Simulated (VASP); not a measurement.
# AlCu (Pm-3m) in VASP: a series of runs

Runs on AlCu. Level: r2SCAN. Tasks: single point.

Program: VASP 6.6.1. These are calculated values, not measurements. Logs are shortened: lines on timing, memory, paths and dates and some standing lists are left out, and cuts for length are marked.

**1. Starting point**

The structure is cubic, space group Pm-3m (No. 221). Conventional cell: a = 2.998 Å, b = 2.998 Å, c = 2.998 Å, α = 90.00°, β = 90.00°, γ = 90.00°. Cu (site symmetry m-3m) is surrounded by 8 Al at 2.60 Å. Al (site symmetry m-3m) is surrounded by 8 Cu at 2.60 Å.

The cell comes from a database or a generator and needn't be the stable form of this composition.

**2. Single point, r2SCAN**

Input file INCAR:

```
PREC = Accurate ; ENCUT = 460
EDIFF = 1E-6 ; ISMEAR = -5
SIGMA = 0.15 ; LREAL = F
LASPH = T ; NELM = 100
ALGO = Normal ; ISIF = 2
LWAVE = F ; LCHARG = F
METAGGA = R2SCAN ; LMIXTAU = T
ADDGRID = F
```

Input file KPOINTS:

```
regular mesh
0
Gamma
  9 9 9
```

Input file POSCAR:

```
AlCu
1.0
    2.9975090000      0.0000000000      0.0000000000
    0.0000000000      2.9975090000      0.0000000000
    0.0000000000      0.0000000000      2.9975090000
Cu Al
1 1
Direct
    0.5000000000      0.5000000000      0.5000000000
    0.0000000000      0.0000000000      0.0000000000
```

Potentials or basis: VASP PAW PBE potentials, release 64 (Cu, Al).

Run with:

```bash
> cat potpaw_PBE.64/Cu/POTCAR potpaw_PBE.64/Al/POTCAR > POTCAR
> mpirun -np 1 vasp_std > vasp.out
```

OUTCAR:

```text
PREC = Accurate
   ENCUT = 460
   EDIFF = 1E-6
   ISMEAR = -5
   LREAL = F
   LASPH = T
   NELM = 100
   ISIF = 2
   METAGGA = R2SCAN

 Found     35 irreducible k-points:

 Following reciprocal coordinates:
            Coordinates               Weight
  0.000000  0.000000  0.000000      1.000000
  0.111111  0.000000  0.000000      6.000000
  0.222222  0.000000  0.000000      6.000000
  0.333333  0.000000  0.000000      6.000000
  0.444444  0.000000  0.000000      6.000000
  0.111111  0.111111  0.000000     12.000000
   k-points           NKPTS =     35   k-points in BZ     NKDIM =     35   number of bands    NBANDS=     11
   number of dos      NEDOS =    301   number of ions     NIONS =      2
   total plane-waves  NPLWV =  13824
   dimension x,y,z NGX =    24 NGY =   24 NGZ =   24
   dimension x,y,z NGXF=    48 NGYF=   48 NGZF=   48
   ions per type =               1   1
   NGX,Y,Z   is equivalent  to a cutoff of  13.31, 13.31, 13.31 a.u.
   NGXF,Y,Z  is equivalent  to a cutoff of  26.62, 26.62, 26.62 a.u.
 SYSTEM =  unknown system
   PREC   = accura    normal or accurate (medium, high low for compatibility)
   ISTART =      0    job   : 0-new  1-cont  2-samecut
   ICHARG =      2    charge: 1-file 2-atom 10-const
   ISPIN  =      1    spin polarized calculation?
   LNONCOLLINEAR =      F non collinear calculations
   LSORBIT =      F    spin-orbit coupling
   LASPH  =      T    aspherical Exc in radial PAW
   ENCUT  =  460.0 eV  33.81 Ry    5.81 a.u.   5.24  5.24  5.24*2*pi/ulx,y,z
   NELM   =    100;   NELMIN=  2; NELMDL= -5     # of ELM steps
   EDIFF  = 0.1E-05   stopping-criterion for ELM
   LREAL  =      F    real-space projection
   EDIFFG = 0.1E-04   stopping-criterion for IOM
   NSW    =      0    number of steps for IOM
   IBRION =     -1    ionic relax: 0-MD 1-quasi-New 2-CG
   NFREE  =      0    steps in history (QN), initial steepest desc. (CG)
   ISIF   =      2    stress and relaxation
   ISYM   =      2    0-nonsym 1-usesym 2-fastsym
   POTIM  = 0.5000    time-step for ionic-motion
   TEBEG  =    0.0;   TEEND  =   0.0 temperature during run
   PSTRESS=    0.0 pullay stress
   NELECT =      14.0000    total number of electrons
   NUPDOWN=      -1.0000    fix difference up-down
   EMIN   =  10.00;   EMAX   =-10.00  energy-range for DOS
   EFERMI =   0.00;   METHOD = LEGACY
   ISMEAR =    -5;   SIGMA  =   0.15  broadening in eV -4-tet -1-fermi 0-gaus
   EFERMI_NEDOS =   21; number of points for ismear=-14 and -15
   IALGO  =     38    algorithm
   IMIX   =      4    mixing-type and parameters
     AMIX     =   0.40;   BMIX     =  1.00
     AMIX_MAG =   1.60;   BMIX_MAG =  1.00
  volume/ion in A,a.u.               =      13.47        90.88
  Fermi-wavevector in a.u.,A,eV,Ry     =   1.316306  2.487459 23.574307  1.732663
  Thomas-Fermi vector in A             =   2.446428
   LORBIT       =      0    0 simple, 1 ext, 2 COOP (PROOUT), +10 PAW based schemes
   METAGGA = R2SCAN    functional components
   LHFCALC =     F    Hartree Fock is set to
   AEXX    =    0.0000 exact exchange contribution
   IVDW    =     0    specifies the selected vdW correction
   LEPSILON=     F    determine dielectric tensor
   LRPA    =     F    only Hartree local field effects (RPA)
 non-spin polarized calculation
 Fermi weights with tetrahedron method with Bloechl corrections
  energy-cutoff  :      460.00
  volume of cell :       26.93
 maximum number of plane-waves:       619
 NGX is ok and might be reduce to    24
   NGX = 11   NGY = 11   NGZ = 11

 number of electron      14.0000020 magnetization

 Free energy of the ion-electron system (eV)
  ---------------------------------------------------
  ext. energy  EPLUGINS =         0.00000000
  ---------------------------------------------------
  free energy    TOTEN  =       -17.87897265 eV

  energy without entropy =      -17.87897265  energy(sigma->0) =      -17.87897265

 E-fermi :   9.1148     XC(G=0): -12.4251

 val. band max:        9.5958228267   @ k =   0.2222   0.2222   0.2222
 cond. band min:       8.9740931936   @ k =   0.3333   0.3333   0.0000
 fundamental gap:     -0.6217296331
 Fermi energy:         9.1147865749

 k-point     1 :       0.0000    0.0000    0.0000
  band No.  band energies     occupation
      1      -3.0980      2.00000
      2       3.8855      2.00000
      3       3.8855      2.00000
      4       4.9744      2.00000
      5       4.9744      2.00000
      6       4.9744      2.00000
      7      13.1222      0.00000
      8      13.1222      0.00000
      9      13.1222      0.00000
     10      15.4788      0.00000
     11      15.4788      0.00000

 k-point     2 :       0.1111    0.0000    0.0000
  band No.  band energies     occupation
      1      -2.8779      2.00000
      2       3.8896      2.00000
      3       3.9178      2.00000
      4       4.9166      2.00000
      5       4.9166      2.00000
      6       4.9808      2.00000
      7      11.0464     -0.12257
      8      13.3855      0.00000
      9      13.3855      0.00000
     10      15.5621      0.00000
     11      17.1650      0.00000

 k-point     3 :       0.2222    0.0000    0.0000
  band No.  band energies     occupation
      1      -2.2240      2.00000
      2       3.8162      2.00000
      3       4.0006      2.00000
      4       4.7770      2.00000
      5       4.7770      2.00000
      6       4.9968      2.00000
      7       8.4089      1.62474
      8      14.1433      0.00000
      9      14.1433      0.00000
     10      15.8036      0.00000
     11      18.5869      0.00000

 k-point     4 :       0.3333    0.0000    0.0000
  band No.  band energies     occupation
      1      -1.1577      2.00000
      2       3.2913      2.00000
      3       4.0965      2.00000
      4       4.6289      2.00000
      5       4.6289      2.00000
      6       5.0149      2.00000
      7       6.4854      2.00000
      8      15.3266      0.00000
      9      15.3266      0.00000
     10      16.1541      0.00000
     11      19.7095      0.00000

 k-point     5 :       0.4444    0.0000    0.0000
  band No.  band energies     occupation
      1       0.2702      2.00000
      2       1.9152      2.00000
      3       4.1601      2.00000
      4       4.5376      2.00000
      5       4.5376      2.00000
      6       5.0267      2.00000
      7       5.7552      2.00000
      8      16.4552      0.00000
      9      16.8570      0.00000
     10      16.8570      0.00000
     11      18.8398      0.00000

 k-point     6 :       0.1111    0.1111    0.0000
  band No.  band energies     occupation
      1      -2.6591      2.00000
      2       3.9191      2.00000
      3       3.9321      2.00000
      4       4.8516      2.00000
      5       4.9122      2.00000
      6       4.9357      2.00000
      7      10.9801     -0.25838
      8      11.6139      0.00000
      9      13.6458      0.00000
     10      16.4418      0.00000
     11      18.3347      0.00000

 [... further k-points ...]

------------------------ aborting loop because EDIFF is reached ----------------------------------------

  FORCE on cell =-STRESS in cart. coord.  units (eV):
  Direction    XX          YY          ZZ          XY          YZ          ZX
  --------------------------------------------------------------------------------------
  -------------------------------------------------------------------------------------
  Total       -0.9188897     -0.9188897     -0.9188897      0.0000000      0.0000000     -0.0000000
  in kB      -54.6628739    -54.6628739    -54.6628739      0.0000000      0.0000000     -0.0000000
  external PRESSURE =     -54.6628739 kB  Pullay stress =       0.0000000 kB

 VOLUME and BASIS-vectors are now :
 -----------------------------------------------------------------------------
  energy-cutoff  :      460.00
  volume of cell :       26.93
      direct lattice vectors                 reciprocal lattice vectors
     2.997509000  0.000000000  0.000000000     0.333610341  0.000000000  0.000000000
     0.000000000  2.997509000  0.000000000     0.000000000  0.333610341  0.000000000
     0.000000000  0.000000000  2.997509000     0.000000000  0.000000000  0.333610341

 POSITION                                       TOTAL-FORCE (eV/Angst)
 -----------------------------------------------------------------------------------
      1.49875      1.49875      1.49875         0.000000      0.000000      0.000000
      0.00000      0.00000      0.00000         0.000000      0.000000      0.000000
 -----------------------------------------------------------------------------------
    total drift:                                0.000000      0.000000     -0.000000

  FREE ENERGIE OF THE ION-ELECTRON SYSTEM (eV)
  ---------------------------------------------------
  free  energy   TOTEN  =       -17.8789726464 eV

  energy  without entropy=      -17.8789726464  energy(sigma->0) =      -17.87897265
```

OSZICAR:

```text
N       E                     dE             d eps       ncg     rms          rms(c)
DAV:   1     0.423321309761E+02    0.42332E+02   -0.60349E+03   781   0.153E+03
DAV:   2    -0.195468456577E+02   -0.61879E+02   -0.58568E+02   782   0.232E+02
DAV:   3    -0.212349428305E+02   -0.16881E+01   -0.16415E+01   986   0.521E+01
DAV:   4    -0.212683364087E+02   -0.33394E-01   -0.33091E-01  1059   0.557E+00
DAV:   5    -0.212690235126E+02   -0.68710E-03   -0.68325E-03  1003   0.743E-01    0.114E+01
DAV:   6    -0.199996268175E+02    0.12694E+01   -0.44867E+01   886   0.198E+02    0.945E+00
DAV:   7    -0.179224407641E+02    0.20772E+01   -0.84600E+00   890   0.897E+01    0.151E+00
DAV:   8    -0.179190272881E+02    0.34135E-02   -0.91641E-01   980   0.261E+01    0.170E+00
DAV:   9    -0.178769240612E+02    0.42103E-01   -0.14686E-01   946   0.106E+01    0.404E-01
DAV:  10    -0.178785928086E+02   -0.16687E-02   -0.13893E-02  1115   0.268E+00    0.133E-01
DAV:  11    -0.178786744819E+02   -0.81673E-04   -0.10061E-03   896   0.665E-01    0.121E-01
DAV:  12    -0.178786802348E+02   -0.57529E-05   -0.33143E-03   905   0.163E+00    0.244E-02
DAV:  13    -0.178789642597E+02   -0.28402E-03   -0.32380E-04   908   0.447E-01    0.161E-02
DAV:  14    -0.178789725571E+02   -0.82974E-05   -0.13939E-05   916   0.108E-01    0.570E-03
DAV:  15    -0.178789726464E+02   -0.89314E-07   -0.47437E-07   454   0.823E-03
   1 F= -.17878973E+02 E0= -.17878973E+02  d E =0.000000E+00
```

stdout:

```text
POSCAR found type information on POSCAR CuAl
 POSCAR found :  2 types and       2 ions
 scaLAPACK will be used
 -----------------------------------------------------------------------------
[... 23 lines left out ...]
|     Tetrahedron method does not include variations of the Fermi             |
|     occupations, so forces and stress will be inaccurate. We suggest        |
|     using a different smearing scheme ISMEAR = 1 or 2 for metals in         |
|     relaxations.                                                            |
|                                                                             |
 -----------------------------------------------------------------------------
```

Wall time 27 s (1 thread of Intel Xeon Platinum 8488C (Sapphire Rapids), shared host); peak memory 0.14 GiB.

The run converged, but some of its settings lie outside the range that counts as converged, so its numbers aren't taken as properties of the crystal.

Results:

- Free energy: -17.8790 eV
- Pressure: -5.5 GPa
- Band gap on the k mesh: none (metal or under the smearing width)

Caveat: the PAW data sets were made with another functional, which shifts forces and pressure a little; tetrahedron occupations give inexact forces and stress in metals.

**3. Single point, r2SCAN**

INCAR, as its differences from that of step 2:

```diff
@@ -1,3 +1,3 @@
 PREC = Accurate ; ENCUT = 460
-EDIFF = 1E-6 ; ISMEAR = -5
+EDIFF = 1E-6 ; ISMEAR = 0
 SIGMA = 0.15 ; LREAL = F
```

KPOINTS is that of step 2.

POSCAR is that of step 2.

Potentials or basis: VASP PAW PBE potentials, release 64 (Cu, Al).

Run with:

```bash
> cat potpaw_PBE.64/Cu/POTCAR potpaw_PBE.64/Al/POTCAR > POTCAR
> mpirun -np 1 vasp_std > vasp.out
```

Run time: 29 s. Hardware: 1 thread of Intel Xeon Platinum 8488C (Sapphire Rapids), shared host; peak memory 0.14 GiB.

The run converged, but some of its settings lie outside the range that counts as converged, so its numbers aren't taken as properties of the crystal.

Results:

- Free energy: -17.8721 eV
- Pressure: -5.0 GPa
- Band gap on the k mesh: none (metal or under the smearing width)

Caveat: the PAW data sets were made with another functional, which shifts forces and pressure a little.
